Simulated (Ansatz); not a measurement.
# Co under changes of volume

One of the cells (11.031 Å³/atom); the others are scaled copies at fixed shape and fractional positions:

```
Co
1.0
    -1.40232    1.40232    1.40232
     1.40232   -1.40232    1.40232
     1.40232    1.40232   -1.40232
Co
1
Direct
  0.00000 0.00000 0.00000
```

This isn't the form of Co at room conditions, which is hcp.

| Property | Result |
| --- | --- |
| Program | Ansatz 0.2.0 |
| Functional | PBE |
| Potentials or basis | Ansatz PAW |
| Cutoff | 420 eV (not typed: the program's choice for these potentials) |
| k mesh | 13 × 13 × 13 |
| Occupations | fermi-dirac, width 0.05 eV |
| Spin | collinear spin, ferromagnetic start |
| Starting moments | [2.0] μB |

```csv
volume (Å³/atom),energy over the lowest point (meV/atom),pressure (GPa),moment (μB per cell)
10.369,30.88,15.7,1.68
10.589,?,?,?
10.810,3.40,5.0,1.69
11.031,0.00,0.6,1.70
11.251,2.24,-3.3,1.72
11.472,9.23,-6.6,1.75
11.692,20.46,-9.6,1.77
```

What does the run at 10.589 Å³/atom give?

Energy over the lowest point 13.42 meV/atom; pressure 10.0 GPa; moment 1.68 μB per cell.

Worked out: A Birch-Murnaghan fit of order 3 (a polynomial in V^(-2/3)) to the other rows has its minimum at 11.05 Å³/atom with B0 = V·E''(V) = 202 GPa and B' = 6.5. It gives 13.39 meV/atom at 10.589 Å³/atom, against the run's 13.42, and -dE/dV = 9.9 GPa, against 10.0. A parabola through the other rows of the moment, of slope 0.023 μB per Å³/atom there, gives 1.68 μB, against the run's 1.68.

Energies are extrapolated to zero smearing.
